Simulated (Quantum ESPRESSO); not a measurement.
# ZrSe2: equation of state with PBEsol

The system is ZrSe2.

```
Zr Se
1.0
     3.79800    0.00000    0.00000
    -1.89900    3.28916    0.00000
     0.00000    0.00000    6.19200
Zr Se
1 2
Direct
  0.00000 0.00000 0.00000
  0.66667 0.33333 0.75000
  0.33333 0.66667 0.25000
```

- Program: Quantum ESPRESSO 7.5
- Task: equation of state
- Functional: PBEsol
- Potentials or basis: PseudoDojo 0.4.1 SR PBEsol standard
- Cutoff: 1170 eV
- Density cutoff: 4680 eV
- k mesh: 8 × 8 × 5
- Occupations: fermi-dirac, width 0.05 eV
- Spin: no spin polarisation
- Mixing beta: 0.5
- Most SCF iterations: 120
- SCF threshold: 6e-10 Ry

The equilibrium volume is 25.40 Å³/atom and the bulk modulus at fixed shape and positions is 81 GPa. The pressure derivative of the bulk modulus is 4.1.

Energy against volume, from the lowest point:
```csv
volume (Å³/atom),energy (meV/atom)
24.237,14.55
24.753,4.24
25.268,0.00
25.784,1.23
26.300,7.39
26.815,17.99
27.331,32.61
```

All runs of the series together: 18 min on 1 thread of Arm Neoverse V1 (shared host).

Caveat: the cell was scaled at fixed shape and fractional positions, which overstates the stiffness of a crystal with free parameters, most of all of layers and chains; this functional lacks dispersion, which binds the layers, so the pressure and a relaxed spacing across them are unreliable.
